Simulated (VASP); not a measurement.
Input of a VASP 6.6.1 run:

File INCAR:

```
  PREC = Accurate
  ENCUT = 520
  EDIFF = 1E-7
  ISMEAR = 0
  SIGMA = 0.1
  LREAL = False
  LASPH = True
  NELM = 150
  ALGO = Normal
  ISIF = 3
  LWAVE = False
  LCHARG = False
  ISPIN = 2
  MAGMOM = 5 0
  LORBIT = 11
  LMAXMIX = 4
  LDAU = True
  LDAUTYPE = 2
  LDAUL = 2 -1
  LDAUU = 1.9 0
  LDAUJ = 0 0
  LDAUPRINT = 1
  GGA = PE
  IBRION = 2
  NSW = 80
  EDIFFG = -0.002
  PSTRESS = 300.0
```

The input KPOINTS:

```
Automatic mesh
0
Gamma
  14 14 14
```

File POSCAR:

```
MnS                                     
1.0
   -0.0000000000      2.3853323224      2.3853323224
    2.3853323224     -0.0000000000      2.3853323224
    2.3853323224      2.3853323224     -0.0000000000
  Mn              S             
     1     1
Direct
     0.0000000000000000    0.0000000000000000    0.0000000000000000
     0.5000000000000000    0.5000000000000000    0.5000000000000000
```

Potentials or basis: VASP PAW PBE potentials, release 64 (Mn_pv, S).

Command:

```console
$ cat potpaw_PBE.64/Mn_pv/POTCAR potpaw_PBE.64/S/POTCAR > POTCAR
$ mpirun -np 1 vasp_std > vasp.out
```

(1) What does it give for the space group after relaxing (to 0.05 Å)?

(2) Predict the band gap on the k mesh.

(3) What does it give for the site moments?

## Answers

(1) Fm-3m (No. 225).

(2) none (metal or under the smearing width).

(3) Mn +4.07; S +0.08 μB.

Caveat: a cell with one magnetic atom can't hold antiferromagnetic order, which such compounds often take.
